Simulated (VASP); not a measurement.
# TiO2 (Anatase) (I4_1/amd) in VASP: further runs, part 2 of 2

VASP 6.6.1. Earlier steps stand in the parts before.

## 3. Single point, PBE

Contents of INCAR:

```
SYSTEM = TiO2
ADDGRID = .FALSE.
ALGO = Normal
EDIFF = 1E-7
ENCUT = 520
GGA = PE
ISIF = 2
ISMEAR = 0
LASPH = .TRUE.
LCHARG = .FALSE.
LREAL = .FALSE.
LWAVE = .FALSE.
NELM = 100
PREC = Accurate
SIGMA = 0.05
```

Contents of KPOINTS:

```
k-points
0
G
  5 5 5
  0 0 0
```

Contents of POSCAR:

```
TiO2
1.0
   -1.8921000000      1.8921000000      4.7573000000
    1.8921000000     -1.8921000000      4.7573000000
    1.8921000000      1.8921000000     -4.7573000000
Ti O
2 4
Direct
    0.7634100000      0.2505420000      0.5022120000
    0.0240310000     -0.0225460000     -0.0109780000
    0.8032660000      0.7916050000      0.0039110000
    0.5255800000      0.0234350000      0.4817660000
    0.9615640000      0.4693800000      0.5068500000
    0.1853180000      0.2146180000     -0.0384270000
```

Potentials or basis: VASP PAW PBE potentials, release 64 (Ti, O).

Launch:

```console
cat potpaw_PBE.64/Ti/POTCAR potpaw_PBE.64/O/POTCAR > POTCAR
mpirun -np 1 vasp_std > vasp.out
```

OUTCAR:

```text
SYSTEM = TiO2
   EDIFF = 1E-7
   ENCUT = 520
   GGA = PE
   ISIF = 2
   ISMEAR = 0
   LASPH = .TRUE.
   LREAL = .FALSE.
   NELM = 100
   PREC = Accurate

 Found     63 irreducible k-points:

 Following reciprocal coordinates:
            Coordinates               Weight
  0.000000  0.000000  0.000000      1.000000
  0.200000 -0.000000  0.000000      2.000000
 -0.000000  0.200000  0.000000      2.000000
 -0.000000  0.200000 -0.200000      2.000000
  0.200000 -0.000000 -0.200000      2.000000
  0.400000  0.000000  0.000000      2.000000
   k-points           NKPTS =     63   k-points in BZ     NKDIM =     63   number of bands    NBANDS=     20
   number of dos      NEDOS =    301   number of ions     NIONS =      6
   total plane-waves  NPLWV =  74088
   dimension x,y,z NGX =    42 NGY =   42 NGZ =   42
   dimension x,y,z NGXF=    84 NGYF=   84 NGZF=   84
   ions per type =               2   4
   NGX,Y,Z   is equivalent  to a cutoff of  12.79, 12.79, 12.79 a.u.
   NGXF,Y,Z  is equivalent  to a cutoff of  25.58, 25.58, 25.58 a.u.
 SYSTEM =  TiO2
   PREC   = accura    normal or accurate (medium, high low for compatibility)
   ISTART =      0    job   : 0-new  1-cont  2-samecut
   ICHARG =      2    charge: 1-file 2-atom 10-const
   ISPIN  =      1    spin polarized calculation?
   LNONCOLLINEAR =      F non collinear calculations
   LSORBIT =      F    spin-orbit coupling
   LASPH  =      T    aspherical Exc in radial PAW
   ENCUT  =  520.0 eV  38.22 Ry    6.18 a.u.  10.15 10.15 10.15*2*pi/ulx,y,z
   NELM   =    100;   NELMIN=  2; NELMDL= -5     # of ELM steps
   EDIFF  = 0.1E-06   stopping-criterion for ELM
   LREAL  =      F    real-space projection
   EDIFFG = 0.1E-05   stopping-criterion for IOM
   NSW    =      0    number of steps for IOM
   IBRION =     -1    ionic relax: 0-MD 1-quasi-New 2-CG
   NFREE  =      0    steps in history (QN), initial steepest desc. (CG)
   ISIF   =      2    stress and relaxation
   ISYM   =      2    0-nonsym 1-usesym 2-fastsym
   POTIM  = 0.5000    time-step for ionic-motion
   TEBEG  =    0.0;   TEEND  =   0.0 temperature during run
   PSTRESS=    0.0 pullay stress
   NELECT =      32.0000    total number of electrons
   NUPDOWN=      -1.0000    fix difference up-down
   EMIN   =  10.00;   EMAX   =-10.00  energy-range for DOS
[... 5 lines left out ...]
     AMIX     =   0.40;   BMIX     =  1.00
     AMIX_MAG =   1.60;   BMIX_MAG =  1.00
  volume/ion in A,a.u.               =      11.35        76.62
  Fermi-wavevector in a.u.,A,eV,Ry     =   1.272590  2.404847 22.034444  1.619486
  Thomas-Fermi vector in A             =   2.405460
   LORBIT       =      0    0 simple, 1 ext, 2 COOP (PROOUT), +10 PAW based schemes
   GGA     = PE    functional components
   LHFCALC =     F    Hartree Fock is set to
   AEXX    =    0.0000 exact exchange contribution
   IVDW    =     0    specifies the selected vdW correction
   LEPSILON=     F    determine dielectric tensor
   LRPA    =     F    only Hartree local field effects (RPA)
 non-spin polarized calculation
 Gauss-broadening in eV      SIGMA  =   0.05
  energy-cutoff  :      520.00
  volume of cell :       68.13
 maximum number of plane-waves:      1849
 NGX is ok and might be reduce to    42
   NGX = 21   NGY = 21   NGZ = 21

 number of electron      32.0000003 magnetization

 Free energy of the ion-electron system (eV)
  ---------------------------------------------------
  ext. energy  EPLUGINS =         0.00000000
  ---------------------------------------------------
  free energy    TOTEN  =       -52.49795614 eV

  energy without entropy =      -52.49795614  energy(sigma->0) =      -52.49795614

 E-fermi :   1.0564     XC(G=0): -10.5289

 val. band max:        0.7813213980   @ k =   0.0000   0.0000  -0.4000
 cond. band min:       2.9969295871   @ k =   0.0000   0.0000   0.0000
 fundamental gap:      2.2156081891
 Fermi energy:         1.0563804409

 k-point     1 :       0.0000    0.0000    0.0000
  band No.  band energies     occupation
      1     -16.9497      2.00000
      2     -16.0540      2.00000
      3     -15.8437      2.00000
      4     -15.5295      2.00000
      5      -3.1863      2.00000
      6      -3.0584      2.00000
[... 12 lines left out ...]
     19       4.2145      0.00000
     20       4.4030      0.00000

 k-point     2 :       0.2000   -0.0000    0.0000
  band No.  band energies     occupation
      1     -16.7744      2.00000
      2     -15.9666      2.00000
      3     -15.7571      2.00000
      4     -15.5043      2.00000
      5      -3.3649      2.00000
      6      -3.1729      2.00000
[... 12 lines left out ...]
     19       3.9170      0.00000
     20       4.2939      0.00000

 k-point     3 :      -0.0000    0.2000    0.0000
  band No.  band energies     occupation
      1     -16.7688      2.00000
      2     -15.9959      2.00000
      3     -15.7902      2.00000
      4     -15.5003      2.00000
      5      -3.6294      2.00000
      6      -3.1067      2.00000
[... 12 lines left out ...]
     19       3.8966      0.00000
     20       4.1816      0.00000

 k-point     4 :      -0.0000    0.2000   -0.2000
  band No.  band energies     occupation
      1     -16.7684      2.00000
      2     -15.9686      2.00000
      3     -15.7617      2.00000
      4     -15.5045      2.00000
      5      -3.3701      2.00000
      6      -3.2053      2.00000
[... 12 lines left out ...]
     19       3.8937      0.00000
     20       4.2947      0.00000

 k-point     5 :       0.2000   -0.0000   -0.2000
  band No.  band energies     occupation
      1     -16.7719      2.00000
      2     -15.9947      2.00000
      3     -15.7874      2.00000
      4     -15.5009      2.00000
      5      -3.6127      2.00000
      6      -3.1369      2.00000
[... 12 lines left out ...]
     19       3.9351      0.00000
     20       4.1408      0.00000

 k-point     6 :       0.4000    0.0000    0.0000
  band No.  band energies     occupation
      1     -16.5045      2.00000
      2     -15.7855      2.00000
      3     -15.6435      2.00000
      4     -15.4249      2.00000
      5      -3.9029      2.00000
      6      -3.3852      2.00000
[... 12 lines left out ...]
     19       4.2673      0.00000
     20       4.5792      0.00000

 [... further k-points ...]
[... 5 lines left out ...]
  --------------------------------------------------------------------------------------
  -------------------------------------------------------------------------------------
  Total        5.6781336      7.9549729      1.4892793      0.1870065      0.3631133      0.4084218
  in kB      133.5388051    187.0856957     35.0249901      4.3980331      8.5397280      9.6052966
  external PRESSURE =     118.5498303 kB  Pullay stress =       0.0000000 kB

 VOLUME and BASIS-vectors are now :
 -----------------------------------------------------------------------------
  energy-cutoff  :      520.00
  volume of cell :       68.13
      direct lattice vectors                 reciprocal lattice vectors
    -1.892100000  1.892100000  4.757300000     0.000000000  0.264256646  0.105101633
     1.892100000 -1.892100000  4.757300000     0.264256646  0.000000000  0.105101633
     1.892100000  1.892100000 -4.757300000     0.264256646  0.264256646  0.000000000

 POSITION                                       TOTAL-FORCE (eV/Angst)
 -----------------------------------------------------------------------------------
     -0.02016      1.92063      2.43450         0.093387     -1.693184      0.030306
      3.67530      0.06736      0.05929         1.313918     -0.984641     -0.405548
     -0.01466      0.02946      7.56867         0.151798     -0.551777     -0.024239
     -0.03856      1.86166      0.31992         0.273932      0.588823      1.247591
      0.02775      1.89027      4.39619        -1.812802     -0.239771      0.137598
      1.87483      1.76395     -2.67188        -0.020233      2.880550     -0.985706
 -----------------------------------------------------------------------------------
    total drift:                               -0.000230      0.000482     -0.001006

  FREE ENERGIE OF THE ION-ELECTRON SYSTEM (eV)
  ---------------------------------------------------
  free  energy   TOTEN  =       -52.4979561418 eV

  energy  without entropy=      -52.4979561418  energy(sigma->0) =      -52.49795614
```

OSZICAR:

```text
N       E                     dE             d eps       ncg     rms          rms(c)
DAV:   1     0.387522220769E+03    0.38752E+03   -0.14379E+04  2520   0.156E+03
DAV:   2     0.440421777477E+01   -0.38312E+03   -0.37215E+03  3368   0.366E+02
DAV:   3    -0.668079692320E+02   -0.71212E+02   -0.70190E+02  3288   0.188E+02
DAV:   4    -0.697369193333E+02   -0.29290E+01   -0.29225E+01  3152   0.434E+01
[... 10 lines left out ...]
DAV:  15    -0.524979566647E+02    0.37952E-06   -0.50095E-05  3280   0.520E-02    0.811E-03
DAV:  16    -0.524979563821E+02    0.28262E-06   -0.22556E-06  3296   0.148E-02    0.660E-03
DAV:  17    -0.524979559586E+02    0.42350E-06   -0.38374E-06  3964   0.150E-02    0.113E-03
DAV:  18    -0.524979561247E+02   -0.16609E-06   -0.55539E-07  2760   0.633E-03    0.191E-03
DAV:  19    -0.524979561418E+02   -0.17115E-07   -0.15934E-07  1420   0.381E-03
   1 F= -.52497956E+02 E0= -.52497956E+02  d E =-.528187E-16
```

Wall time 2.4 min (1 thread of Intel Xeon Platinum 8488C (Sapphire Rapids), shared host); peak memory 0.28 GiB.

The run converged, but some of its settings lie outside the range that counts as converged, so its numbers aren't taken as properties of the crystal.

Results:

| Quantity | Value |
| --- | --- |
| Free energy | -52.4980 eV |
| Pressure | 11.9 GPa |
| Largest force | 3.045 eV/Å |
| Band gap on the k mesh | 2.22 eV, indirect (least direct gap 2.63 eV) |

Caveat: the k mesh is coarse (spacing up to 0.47 Å⁻¹), so the values aren't converged; an odd mesh through Γ misses points on the zone boundary, where band edges often lie.

## 4. Single point, PBE

INCAR, as its differences from that of step 3:

```diff
@@ -4,3 +4,3 @@
 EDIFF = 1E-7
-ENCUT = 520
+ENCUT = 400
 GGA = PE
```

Contents of KPOINTS:

```
k-points
0
G
  6 6 6
  0 0 0
```

Contents of POSCAR:

```
TiO2
1.0
   -1.8921000000      1.8921000000      4.7573000000
    1.8921000000     -1.8921000000      4.7573000000
    1.8921000000      1.8921000000     -4.7573000000
Ti O
2 4
Direct
    0.7500000000      0.2500000000      0.5000000000
    0.0000000000      0.0000000000      0.0000000000
    0.7919000000      0.7919000000      0.0000000000
    0.5419000000      0.0419000000      0.5000000000
    0.9581000000      0.4581000000      0.5000000000
    0.2081000000      0.2081000000      0.0000000000
```

Launch:

```console
cat potpaw_PBE.64/Ti/POTCAR potpaw_PBE.64/O/POTCAR > POTCAR
mpirun -np 1 vasp_std > vasp.out
```

It took 42 s on 1 thread of Intel Xeon Platinum 8488C (Sapphire Rapids), shared host; peak memory 0.2 GiB.

These settings aren't checked as converged: the numbers below hold their error.

Results:

| Quantity | Value |
| --- | --- |
| Free energy | -52.9898 eV |
| Largest force | 0.163 eV/Å |
| Band gap on the k mesh | 1.99 eV, indirect (least direct gap 2.28 eV) |

Caveat: the cutoff is under 1.25 times the usual one of these potentials, so pressure, stress and relaxed cells hold a basis-set (Pulay) error.

## 5. Single point, PBE

INCAR is that of step 4.

KPOINTS is that of step 4.

Contents of POSCAR:

```
TiO2
1.0
   -1.8921000000      1.8921000000      4.7573000000
    1.8921000000     -1.8921000000      4.7573000000
    1.8921000000      1.8921000000     -4.7573000000
Ti O
2 4
Direct
    0.7634100000      0.2505420000      0.5022120000
    0.0240310000     -0.0225460000     -0.0109780000
    0.8032660000      0.7916050000      0.0039110000
    0.5255800000      0.0234350000      0.4817660000
    0.9615640000      0.4693800000      0.5068500000
    0.1853180000      0.2146180000     -0.0384270000
```

Potentials or basis: VASP PAW PBE potentials, release 64 (Ti, O).

Launch:

```console
cat potpaw_PBE.64/Ti/POTCAR potpaw_PBE.64/O/POTCAR > POTCAR
mpirun -np 1 vasp_std > vasp.out
```

OUTCAR:

```text
SYSTEM = TiO2
   EDIFF = 1E-7
   ENCUT = 400
   GGA = PE
   ISIF = 2
   ISMEAR = 0
   LASPH = .TRUE.
   LREAL = .FALSE.
   NELM = 100
   PREC = Accurate

 Found    112 irreducible k-points:

 Following reciprocal coordinates:
            Coordinates               Weight
  0.000000  0.000000  0.000000      1.000000
  0.166667 -0.000000  0.000000      2.000000
 -0.000000  0.166667  0.000000      2.000000
 -0.000000  0.166667 -0.166667      2.000000
  0.166667 -0.000000 -0.166667      2.000000
[... 220 lines left out ...]
  -------------------------------------------------------------------------------------
  Total        3.1914251      5.4693602     -0.9652806      0.1860823      0.3508282      0.4098092
  in kB       75.0561947    128.6288563    -22.7015477      4.3762985      8.2508062      9.6379257
  external PRESSURE =      60.3278344 kB  Pullay stress =       0.0000000 kB

 VOLUME and BASIS-vectors are now :
 -----------------------------------------------------------------------------
  energy-cutoff  :      400.00
  volume of cell :       68.13
      direct lattice vectors                 reciprocal lattice vectors
    -1.892100000  1.892100000  4.757300000     0.000000000  0.264256646  0.105101633
     1.892100000 -1.892100000  4.757300000     0.264256646  0.000000000  0.105101633
     1.892100000  1.892100000 -4.757300000     0.264256646  0.264256646  0.000000000

 POSITION                                       TOTAL-FORCE (eV/Angst)
 -----------------------------------------------------------------------------------
     -0.02016      1.92063      2.43450         0.093477     -1.694415      0.029738
      3.67530      0.06736      0.05929         1.317548     -0.988865     -0.408748
     -0.01466      0.02946      7.56867         0.147129     -0.559464     -0.016178
     -0.03856      1.86166      0.31992         0.276102      0.592422      1.246831
      0.02775      1.89027      4.39619        -1.814067     -0.238587      0.133923
      1.87483      1.76395     -2.67188        -0.020189      2.888909     -0.985566
 -----------------------------------------------------------------------------------
    total drift:                               -0.000214     -0.000001     -0.000430

  FREE ENERGIE OF THE ION-ELECTRON SYSTEM (eV)
  ---------------------------------------------------
  free  energy   TOTEN  =       -52.5730065109 eV

  energy  without entropy=      -52.5730065109  energy(sigma->0) =      -52.57300651
```

OSZICAR:

```text
N       E                     dE             d eps       ncg     rms          rms(c)
DAV:   1     0.355430974023E+03    0.35543E+03   -0.12437E+04  4480   0.128E+03
DAV:   2    -0.118513715043E+02   -0.36728E+03   -0.35714E+03  6220   0.343E+02
DAV:   3    -0.675851736421E+02   -0.55734E+02   -0.55024E+02  5484   0.174E+02
DAV:   4    -0.696335399092E+02   -0.20484E+01   -0.20443E+01  5564   0.394E+01
DAV:   5    -0.697084872774E+02   -0.74947E-01   -0.74934E-01  5716   0.690E+00    0.462E+01
DAV:   6    -0.537887802884E+02    0.15920E+02   -0.11405E+02  6384   0.755E+01    0.151E+01
DAV:   7    -0.530799517019E+02    0.70883E+00   -0.18926E+01  6992   0.375E+01    0.142E+01
DAV:   8    -0.529109295652E+02    0.16902E+00   -0.78902E+00  5464   0.251E+01    0.719E+00
DAV:   9    -0.525672248726E+02    0.34370E+00   -0.21322E+00  5536   0.136E+01    0.430E-01
DAV:  10    -0.525734230446E+02   -0.61982E-02   -0.67691E-02  5316   0.189E+00    0.366E-01
DAV:  11    -0.525760843592E+02   -0.26613E-02   -0.39370E-02  5316   0.134E+00    0.463E-01
DAV:  12    -0.525729555620E+02    0.31288E-02   -0.20192E-02  6764   0.117E+00    0.429E-02
DAV:  13    -0.525730009165E+02   -0.45355E-04   -0.39955E-04  5004   0.149E-01    0.151E-02
DAV:  14    -0.525730067550E+02   -0.58384E-05   -0.21307E-05  6004   0.352E-02    0.137E-02
DAV:  15    -0.525730090136E+02   -0.22586E-05   -0.47224E-05  6332   0.505E-02    0.142E-02
DAV:  16    -0.525730063602E+02    0.26534E-05   -0.97685E-06  6656   0.261E-02    0.341E-03
DAV:  17    -0.525730064329E+02   -0.72729E-07   -0.22790E-06  7048   0.112E-02    0.159E-03
DAV:  18    -0.525730065109E+02   -0.77990E-07   -0.11898E-07  2704   0.303E-03
   1 F= -.52573007E+02 E0= -.52573007E+02  d E =-.356831E-15
```

It took 2.3 min on 1 thread of Intel Xeon Platinum 8488C (Sapphire Rapids), shared host; peak memory 0.25 GiB.

The run converged, but some of its settings lie outside the range that counts as converged, so its numbers aren't taken as properties of the crystal.

What came out:

```
Free energy            : -52.5730 eV
Largest force          : 3.052 eV/Å
Band gap on the k mesh : 2.20 eV, indirect (least direct gap 2.64 eV)
```

Caveat: the cutoff is under 1.25 times the usual one of these potentials, so pressure, stress and relaxed cells hold a basis-set (Pulay) error.

## 6. Single point, PBE

INCAR, as its differences from that of step 5:

```diff
@@ -4,3 +4,3 @@
 EDIFF = 1E-7
-ENCUT = 400
+ENCUT = 650
 GGA = PE
```

Contents of KPOINTS:

```
k-points
0
G
  5 5 5
  0 0 0
```

Contents of POSCAR:

```
TiO2
1.0
   -1.8921000000      1.8921000000      4.7573000000
    1.8921000000     -1.8921000000      4.7573000000
    1.8921000000      1.8921000000     -4.7573000000
Ti O
2 4
Direct
    0.7500000000      0.2500000000      0.5000000000
    0.0000000000      0.0000000000      0.0000000000
    0.7919000000      0.7919000000      0.0000000000
    0.5419000000      0.0419000000      0.5000000000
    0.9581000000      0.4581000000      0.5000000000
    0.2081000000      0.2081000000      0.0000000000
```

Potentials or basis: VASP PAW PBE potentials, release 64 (Ti, O).

Launch:

```console
cat potpaw_PBE.64/Ti/POTCAR potpaw_PBE.64/O/POTCAR > POTCAR
mpirun -np 1 vasp_std > vasp.out
```

Run time: 58 s. Hardware: 1 thread of Intel Xeon Platinum 8488C (Sapphire Rapids), shared host; peak memory 0.31 GiB.

The run converged, but some of its settings lie outside the range that counts as converged, so its numbers aren't taken as properties of the crystal.

Results:

- Free energy: -52.9309 eV
- Pressure: 8.2 GPa
- Largest force: 0.160 eV/Å
- Band gap on the k mesh: 1.95 eV, indirect (least direct gap 2.28 eV)

Caveat: the k mesh is coarse (spacing up to 0.47 Å⁻¹), so the values aren't converged; an odd mesh through Γ misses points on the zone boundary, where band edges often lie.

## 7. The reference run

An earlier run on the cell as given: functional PBEsol; potentials or basis VASP PAW PBE potentials, release 64 (Ti_sv, O); cutoff 520 eV; k mesh 10 × 10 × 10; occupations fermi-dirac, width 0.05 eV; no spin polarisation.

- Pressure: -0.4 GPa
- Largest force: 0.012 eV/Å
- Band gap on the k mesh: 2.06 eV, indirect (least direct gap 2.40 eV)
